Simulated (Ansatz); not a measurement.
TaS2: equation of state with PBE

Crystal: TaS2.

```xyz
3
Lattice="3.3500 0.0000 0.0000 -1.6750 2.9012 0.0000 0.0000 0.0000 5.8600" Properties=species:S:1:pos:R:3 pbc="T T T"
Ta    0.0000    0.0000    0.0000
S     1.6750    0.9671    4.3950
S     0.0000    1.9341    1.4650
```

```json
{
  "Program": "Ansatz 0.2.0",
  "Task": "equation of state",
  "Functional": "PBE",
  "Potentials or basis": "all-electron LAPW, scalar-relativistic",
  "Basis error allowed": "0.001 eV/atom",
  "k mesh": "9 × 9 × 5",
  "Occupations": "fermi-dirac, width 0.05 eV",
  "Spin": "no spin polarisation"
}
```

The equilibrium volume is 20.27 Å³/atom (rough: see the caveat) and the bulk modulus at fixed shape and positions is 122 GPa (rough).

Energy against volume, from the lowest point:
```csv
volume (Å³/atom),energy (meV/atom)
17.845,136.57
18.225,93.66
18.605,59.87
18.984,34.34
19.364,16.30
19.744,5.06
20.123,0.00
```

All runs of the series together: 2 min on 2 threads of Arm Neoverse V1, on a shared host.

Caveat: the minimum lies outside the volumes run; the cell was scaled at fixed shape and fractional positions, which overstates the stiffness of a crystal with free parameters, most of all of layers and chains; this functional lacks dispersion, which binds the layers, so the pressure and a relaxed spacing across them are unreliable. The run has no spin-orbit coupling, so splittings on Ta are missing.
